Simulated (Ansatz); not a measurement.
# KTaO3: the band gap up the ladder of functionals

The task here is to estimate one member of a computed series from the others.

The runs shown are made with Ansatz 0.2.0. PAW datasets, plane waves. Spin-unpolarised throughout; all numbers are computed.

## Starting point

The cell was relaxed beforehand with r2SCAN.

It is cubic, Pm-3m (No. 221); conventional cell a = 3.990 Å, 12.71 Å³ an atom. K has 12 O at 2.82 Å; Ta has 6 O at 2.00 Å; O has 2 Ta at 2.00 Å and 4 K at 2.82 Å.

Structure file:

Space group Pm-3m (No. 221). a = 3.990 Å, b = 3.990 Å, c = 3.990 Å, α = 90.00°, β = 90.00°, γ = 90.00°
```json
{"atom": "K", "site": "1a", "symmetry": "m-3m", "x": "0.0000", "y": "0.0000", "z": "0.0000"}
{"atom": "Ta", "site": "1b", "symmetry": "m-3m", "x": "0.5000", "y": "0.5000", "z": "0.5000"}
{"atom": "O", "site": "3c", "symmetry": "4/mm.m", "x": "0.5000", "y": "0.5000", "z": "0.0000"}
```

Set-up of the first run:

input.yaml

```yaml
crystal:
  lattice:
    - [3.9901311161, 0.0, 0.0]
    - [0.0, 3.9901311161, 0.0]
    - [0.0, 0.0, 3.9901311161]
  atoms:
    - { symbol: K, position: [0.0, 0.0, 0.0] }
    - { symbol: Ta, position: [0.5, 0.5, 0.5] }
    - { symbol: O, position: [0.5, 0.5, 0.0] }
    - { symbol: O, position: [0.5, 0.0, 0.5] }
    - { symbol: O, position: [0.0, 0.5, 0.5] }
kpoints:
  mp_grid: { grid: [6, 6, 6] }
  band_path:
    path:
      - [[0.0, 0.0, 0.0], [-8.43733747743e-52, 0.5, -1.608911159689e-35], [0.5, 0.5, -1.608911159689e-35], [0.0, 0.0, 0.0], [0.5, 0.5, 0.5], [-8.43733747743e-52, 0.5, -1.608911159689e-35]]
      - [[0.5, 0.5, 0.5], [0.5, 0.5, -1.608911159689e-35]]
    npoints: 10
hamiltonian:
  xc: pbe
scf:
  occupations: { method: fermi_dirac, width: 0.02 }
  n_extra_bands: 5
output:
  forces: true
  stress: true
  eigenvalues: true
  write_density: true
  write_potential: true
  elf: true
  volumetric_format: npy
```

The run is started by

```console
ansatz run input.yaml --threads 2 --pin off --max-ram 20275MiB --backend cpu --events-out ev --progress --plain --runs-dir out
```

Among the steps run: PBE band path; Single point with r2SCAN; HSE06; Single point with PBE+SOC; PBE0 at the same geometry.

One table of the session follows, with a row left open; its other results are not shown here.

```
  level  gap (eV)
    PBE         ?
 r2SCAN      2.63
  HSE06      3.57
PBE+SOC      2.08
   PBE0      4.32
```

Estimate the missing values for PBE.

**Answer.** gap (eV): 2.22. In the column «gap (eV)» it lies between PBE+SOC (2.08) and r2SCAN (2.63).

Meshes: PBE 6×6×6, r2SCAN 6×6×6, HSE06 4×4×4, PBE+SOC 6×6×6, PBE0 4×4×4

What this shows: PBE+SOC gives the least gap, 2.08 eV, and PBE0 the largest, 4.32 eV. PBE reaches 62 % of the HSE06 value, and r2SCAN 74 %. PBE0 lies 0.75 eV above HSE06, which differs from it by screening the long-range exchange.

To keep in mind: Warnings in the runs' records: stress scf threshold loose, stress exchange threshold loose.
